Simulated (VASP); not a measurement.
# Li15O8 (a cell with a defect) in VASP: a series of runs, part 2 of 2

VASP 6.6.1.

**3. Single point, LDA**

File INCAR:

```
SYSTEM = Li15O8
ALGO = Fast ; EDIFF = 1E-6
ENCUT = 520 ; GGA = CA
ISIF = 2 ; ISMEAR = -1
LASPH = .TRUE. ; LCHARG = .FALSE.
LREAL = Auto ; LWAVE = .FALSE.
NBANDS = 64 ; NELECT = 94.0
NELM = 100 ; PREC = Accurate
SIGMA = 0.05
```

File KPOINTS:

```
k-points
0
G
  2 2 2
  0 0 0
```

File POSCAR:

```
Li15O8
1.0
    0.0000000000      4.7022000000      4.7022000000
    4.7022000000      0.0000000000      4.7022000000
    4.7022000000      4.7022000000      0.0000000000
Li O
15 8
Direct
    0.1045999745      0.1427735953      0.0979222492
    0.2567734252      0.1922717026      0.3477308494
    0.3368210625      0.4099995747      0.9496618604
    0.3596614351      0.5166305134      0.2881629875
    0.4300965506      0.8398834588      0.2827825273
    0.1585215431      0.6557781464      0.6122665986
    0.3835970397      0.8577155374      0.7966164774
    0.7490855344      0.1527051168      0.1639339033
    0.9091382757      0.4159436009      0.2919803496
    0.5593658288      0.1495576539      0.6672514993
    0.8924652290      0.3325783676      0.7810705627
    0.7453213389      0.5759750755      0.0550274340
    0.8936348943      0.7821126281      0.2715431075
    0.6473033899      0.6007294458      0.5890115265
    0.9454085322      0.9457275318      0.7541788950
    0.0893517928      0.0518374378     -0.1617859725
    0.1149887287      0.0160350474      0.3890731998
    0.0119199524      0.6272914806     -0.1037280422
    0.0112181532      0.4718748671      0.4578814172
    0.4453872655      0.0715197142     -0.0121857854
    0.5200969759      0.0135255838      0.4613159798
    0.6026221769      0.5271681341     -0.0681702182
    0.4798498575      0.5389073200      0.4685147378
```

Potentials or basis: VASP PAW LDA potentials, release 64 (Li_sv, O).

Started as:

```console
> cat potpaw_LDA.64/Li_sv/POTCAR potpaw_LDA.64/O/POTCAR > POTCAR
> mpirun -np 1 vasp_std > vasp.out
```

It took 7.2 min on 1 thread of Intel Xeon Platinum 8488C (Sapphire Rapids), shared host; peak memory 0.29 GiB.

The run converged. Its results:

* Free energy: -109.9182 eV
* Largest force: 4.088 eV/Å
* Band gap on the k mesh: 2.75 eV, indirect (least direct gap 2.76 eV)

Forces in eV/Å, atoms in the order of the input:
```
Li  -2.522  0.336  1.226
Li   0.752  1.805 -0.189
Li  -0.610 -0.460  0.595
Li  -0.347 -0.135 -0.582
Li   1.025 -0.621  1.114
Li  -1.258 -1.313  0.653
Li   0.161  0.337  0.500
Li   0.573 -1.336 -0.956
Li   0.344  1.017 -0.427
Li  -0.314 -1.278  0.026
Li  -0.109 -0.613  1.376
Li   0.612 -2.206 -0.055
Li  -0.259  0.124  0.622
Li   0.587 -0.158 -0.026
Li   0.386  0.168  0.755
O    2.744  1.522 -2.620
O    1.696 -1.458 -3.118
O    1.121  3.303 -2.029
O   -0.353 -1.596  1.404
O   -0.351  0.077  1.597
O   -1.861  1.061  1.616
O    0.070 -0.261 -2.122
O   -2.087  1.684  0.641
```

Levels at points of the mesh, in eV from the valence-band top:
```csv
k point,band 45,band 46,band 47,band 48,band 49,band 50
"(0.00, 0.00, 0.00)",-0.29,-0.25,-0.01,2.75,3.55,4.03
"(0.50, 0.00, 0.00)",-0.49,-0.28,-0.18,3.28,4.29,4.49
"(0.00, 0.50, 0.00)",-0.33,-0.24,0.00,3.26,4.21,4.42
"(0.00, 0.00, 0.50)",-0.51,-0.23,-0.06,3.12,4.24,4.58
"(0.50, 0.50, 0.50)",-0.57,-0.27,-0.03,3.24,4.35,4.61
"(0.50, 0.50, 0.00)",-0.49,-0.32,-0.16,3.22,4.44,4.77
"(0.00, 0.50, 0.50)",-0.55,-0.26,-0.16,3.25,4.33,4.63
"(0.50, 0.00, 0.50)",-0.51,-0.13,-0.05,3.35,4.09,4.74
```

Caveat: the k mesh is coarse (spacing up to 0.58 Å⁻¹), so the values aren't converged; the cell carries a net charge on a neutralising background, which shifts energy and pressure; the cell is charged against a uniform background, so pressure and absolute levels hang on convention; the cutoff is under 1.25 times the usual one of these potentials, so pressure, stress and relaxed cells hold a basis-set (Pulay) error.

**4. Single point, LDA**

File INCAR:

```
PREC     = Accurate       # precision mode
ENCUT    = 520            # plane-wave cutoff, eV
EDIFF    = 1E-6           # SCF threshold, eV
ISMEAR   = -1             # smearing method
SIGMA    = 0.05           # smearing width, eV
LREAL    = Auto         
LASPH    = T              # aspherical terms in the spheres
NELM     = 100            # most SCF steps
ALGO     = Fast           # electronic algorithm
ISIF     = 2              # what is computed and relaxed
LWAVE    = F              # write WAVECAR
LCHARG   = F              # write CHGCAR
GGA      = CA             # functional
NBANDS   = 64             # bands
NELECT   = 94.0
```

File KPOINTS:

```
regular mesh
0
Gamma
  2 2 2
```

File POSCAR:

```
Li15O8
1.0
    0.0000000000      4.7022000000      4.7022000000
    4.7022000000      0.0000000000      4.7022000000
    4.7022000000      4.7022000000      0.0000000000
Li O
15 8
Direct
    0.2042022883      0.0954446855      0.1382969674
    0.1932287015      0.1240908511      0.5536770023
    0.4131576709      0.3767066480      0.8021032708
    0.4351048445      0.4543086215      0.2577623240
    0.5274020671      0.8219237804      0.3539513419
    0.0478286759      0.7242992642      0.5309004296
    0.3736761516      0.9514695249      0.7814214623
    0.6619773723      0.1571498448      0.0764429416
    0.9176555655      0.4000467866      0.2888860533
    0.7298392242      0.0751669431      0.5447981796
    1.1472395900      0.3486559483      0.7002785930
    0.6864233763      0.6563736124      0.0675003190
    1.1422525626      0.7453957722      0.0673514525
    0.7133894773      0.5965505508      0.5806431032
    0.8733146187      1.0395134193      0.7972438433
    0.0638318234      0.0805686700     -0.0785908724
    0.0469248437      0.0105376207      0.4539470886
    0.0359725235      0.4951405725     -0.0796754711
    0.0309642295      0.5174386457      0.4411764706
    0.5970715835     -0.0060078261     -0.0102824210
    0.5136319170      0.0430862150      0.4832844201
    0.5066139254      0.5328782272     -0.0648207222
    0.5977627494      0.5076559908      0.4226106929
```

Started as:

```console
> cat potpaw_LDA.64/Li_sv/POTCAR potpaw_LDA.64/O/POTCAR > POTCAR
> mpirun -np 1 vasp_std > vasp.out
```

Run time: 4.4 min. Hardware: 1 thread of Intel Xeon Platinum 8488C (Sapphire Rapids), shared host; peak memory 0.28 GiB.

Results (log left out):

```
Free energy            : -113.2065 eV
Largest force          : 2.759 eV/Å
Band gap on the k mesh : 3.08 eV, direct
```

Forces on the atoms (eV/Å):
```
Li  -0.604 -1.009  0.231
Li  -0.449 -1.631  0.025
Li   1.114 -0.023  0.704
Li   0.217  0.617 -0.996
Li   0.723 -1.388  0.280
Li   0.151  0.853 -0.427
Li  -0.376  2.629 -0.751
Li   1.640  0.743  0.918
Li  -0.586  0.709  0.731
Li   0.374 -1.106  0.104
Li   1.295 -0.187 -0.747
Li  -1.263 -0.340  0.719
Li  -0.572  0.279 -1.265
Li   0.887  0.959 -0.788
Li  -1.327  0.656  0.538
O   -1.470 -0.455 -1.399
O    1.508  0.559  1.077
O    0.397  0.868  0.917
O   -1.216  0.295  1.175
O    0.329 -1.478 -1.090
O   -1.401 -0.968  1.016
O    0.492 -0.242  0.189
O    0.138 -0.340 -1.162
```

Levels at points of the mesh, in eV from the valence-band top:
```tsv
k point	band 43	band 44	band 45	band 46	band 47	band 48	band 49	band 50	band 51	band 52
(0.00, 0.00, 0.00)	-1.27	-1.19	-0.98	-0.64	0.00	3.08	3.46	4.23	4.27	5.77
(0.50, 0.00, 0.00)	-1.42	-1.33	-1.19	-0.89	-0.14	4.03	4.40	4.84	5.10	5.28
(0.00, 0.50, 0.00)	-1.58	-1.42	-1.06	-0.87	-0.15	4.15	4.37	4.90	5.25	5.36
(0.00, 0.00, 0.50)	-1.55	-1.45	-1.33	-0.70	-0.04	4.00	4.32	4.59	5.22	5.33
(0.50, 0.50, 0.50)	-1.25	-1.20	-1.08	-0.95	-0.29	4.07	4.59	4.73	4.87	5.14
(0.50, 0.50, 0.00)	-1.48	-1.35	-1.26	-0.90	-0.39	4.00	4.13	5.11	5.60	5.65
(0.00, 0.50, 0.50)	-1.64	-1.42	-1.39	-0.75	-0.14	3.87	4.54	4.90	5.34	5.64
(0.50, 0.00, 0.50)	-1.62	-1.28	-1.19	-1.06	-0.19	4.20	4.40	5.13	5.30	5.49
```

Caveat: the k mesh is coarse (spacing up to 0.58 Å⁻¹), so the values aren't converged; the cell carries a net charge on a neutralising background, which shifts energy and pressure; the cell is charged against a uniform background, so pressure and absolute levels hang on convention; the cutoff is under 1.25 times the usual one of these potentials, so pressure, stress and relaxed cells hold a basis-set (Pulay) error. As with any semilocal functional, this LDA gap is likely too small.

**5. Molecular dynamics, LDA**

File INCAR:

```
SYSTEM = Li15O8
PREC = Accurate
ENCUT = 520
EDIFF = 1E-5
ISMEAR = -1
SIGMA = 0.05
LREAL = Auto
LASPH = .TRUE.
NELM = 100
ALGO = Fast
ISIF = 2
LWAVE = .FALSE.
LCHARG = .FALSE.
NBANDS = 64
NELECT = 94.0
IBRION = 0
NSW = 40
POTIM = 1.0
TEBEG = 2400.0
TEEND = 2400.0
ISYM = 0
NELMIN = 4
RANDOM_SEED = 965836 0 0
MDALGO = 3
LANGEVIN_GAMMA = 20 20
```

File KPOINTS:

```
regular mesh
0
G
  2 2 2
  0 0 0
```

File POSCAR:

```
Li15O8
1.0
    0.0000000000      4.7022000000      4.7022000000
    4.7022000000      0.0000000000      4.7022000000
    4.7022000000      4.7022000000      0.0000000000
Li O
15 8
Direct
    0.1160646400      0.1325643400      0.1600295400
    0.1328690300      0.1292509000      0.6481138800
    0.4159274600      0.3587084300      0.9646245500
    0.3525653700      0.4577343300      0.3704420000
    0.4331628100      0.9044708900      0.3917037500
    0.1514912800      0.5914239300      0.6907566300
    0.4167160900      0.8964177900      0.8555143700
    0.6292684900      0.1314202100      0.2317420300
    0.8562731300      0.4037934700      0.4405924500
    0.6578456000      0.1305599100      0.6412182400
    0.9041713900      0.3483936200      0.8995902600
    0.6634138900      0.6632820100      0.1246080600
    0.8980914200      0.8265893300      0.3883694500
    0.6481183100      0.6117087200      0.7019558700
    0.8683686500      0.9099664400      0.8539802400
    0.0002412100      0.0086273900      0.0077044900
    0.0085942600      0.0461710600      0.5052337600
   -0.0072426900      0.4815845200      0.0005761400
    0.0246164700      0.4929326000      0.5357606100
    0.5257155600     -0.0065569100      0.0191564100
    0.5353527900     -0.0304040300      0.5333522800
    0.5300985400      0.4651477900      0.0538676900
    0.5361571500      0.5349842600      0.5615655900
```

Started as:

```console
> cat potpaw_LDA.64/Li_sv/POTCAR potpaw_LDA.64/O/POTCAR > POTCAR
> mpirun -np 1 vasp_std > vasp.out
```

It took 52 min on 1 thread of Intel Xeon 6975P-C (Granite Rapids), shared host; peak memory 0.4 GiB.

The path:
| step | potential energy change (eV) | largest force (eV/Å) | pressure (GPa) | volume (Å³) | temperature (K) |
| --- | --- | --- | --- | --- | --- |
| 1 | 0.0000 | 2.5679 | 0.94 | 207.94 | 2529 |
| 2 | -0.0782 | 2.4306 | 0.70 | 207.94 | 2493 |
| 3 | -0.1055 | 2.2997 | 0.49 | 207.94 | 2360 |
| 4 | -0.0852 | 2.4402 | 0.37 | 207.94 | 2325 |
| 5 | 0.0015 | 2.4782 | 0.35 | 207.94 | 2345 |
| 6 | 0.1404 | 2.4508 | 0.48 | 207.94 | 2293 |
| 7 | 0.3753 | 2.5103 | 0.72 | 207.94 | 2228 |
| 8 | 0.6861 | 2.9613 | 0.96 | 207.94 | 2198 |
| 9 | 1.0327 | 3.3378 | 1.27 | 207.94 | 2023 |
| 10 | 1.3628 | 3.5683 | 1.58 | 207.94 | 1779 |
| 11 | 1.6622 | 3.6850 | 1.84 | 207.94 | 1644 |
| 12 | 1.8972 | 3.6201 | 2.03 | 207.94 | 1580 |
| 13 | 2.0833 | 3.4974 | 2.28 | 207.94 | 1564 |
| 14 | 2.2667 | 3.3670 | 2.54 | 207.94 | 1576 |
| 15 | 2.4586 | 4.0136 | 2.87 | 207.94 | 1595 |
| 16 | 2.6552 | 4.8233 | 3.21 | 207.94 | 1668 |
| 17 | 2.8507 | 5.9605 | 3.64 | 207.94 | 1797 |
| 18 | 3.0372 | 7.0673 | 4.06 | 207.94 | 1864 |
| 19 | 3.2161 | 8.0629 | 4.49 | 207.94 | 1859 |
| 20 | 3.3582 | 8.7247 | 4.88 | 207.94 | 1746 |
| 21 | 3.4404 | 9.0958 | 5.22 | 207.94 | 1676 |
| 22 | 3.3136 | 8.6498 | 5.23 | 207.94 | 1771 |
| 23 | 3.1221 | 7.6260 | 5.20 | 207.94 | 1931 |
| 24 | 2.8478 | 6.3235 | 5.01 | 207.94 | 2072 |
| 25 | 2.6390 | 5.1532 | 4.91 | 207.94 | 2262 |
| 26 | 2.4373 | 4.0602 | 4.78 | 207.94 | 2418 |
| 27 | 2.2968 | 4.0736 | 4.72 | 207.94 | 2489 |
| 28 | 2.2301 | 4.0989 | 4.73 | 207.94 | 2650 |
| 29 | 2.2127 | 3.9222 | 4.80 | 207.94 | 2698 |
| 30 | 2.2350 | 4.5547 | 4.83 | 207.94 | 2711 |
| 31 | 2.2597 | 4.8008 | 4.80 | 207.94 | 2678 |
| 32 | 2.3172 | 4.9460 | 4.72 | 207.94 | 2576 |
| 33 | 2.3823 | 4.9477 | 4.65 | 207.94 | 2641 |
| 34 | 2.4534 | 4.8364 | 4.56 | 207.94 | 2787 |
| 35 | 2.5078 | 4.3975 | 4.32 | 207.94 | 2733 |
| 36 | 2.5918 | 3.8956 | 4.15 | 207.94 | 2614 |
| 37 | 2.6492 | 3.3526 | 3.91 | 207.94 | 2655 |
| 38 | 2.7291 | 3.3969 | 3.71 | 207.94 | 2678 |
| 39 | 2.8532 | 3.4166 | 3.61 | 207.94 | 2678 |
| 40 | 3.0263 | 3.4335 | 3.59 | 207.94 | 2723 |

Caveat: the k mesh is coarse (spacing up to 0.58 Å⁻¹), so the values aren't converged; the cell carries a net charge on a neutralising background, which shifts energy and pressure; the cell is charged against a uniform background, so pressure and absolute levels hang on convention; the cutoff is under 1.25 times the usual one of these potentials, so pressure, stress and relaxed cells hold a basis-set (Pulay) error.
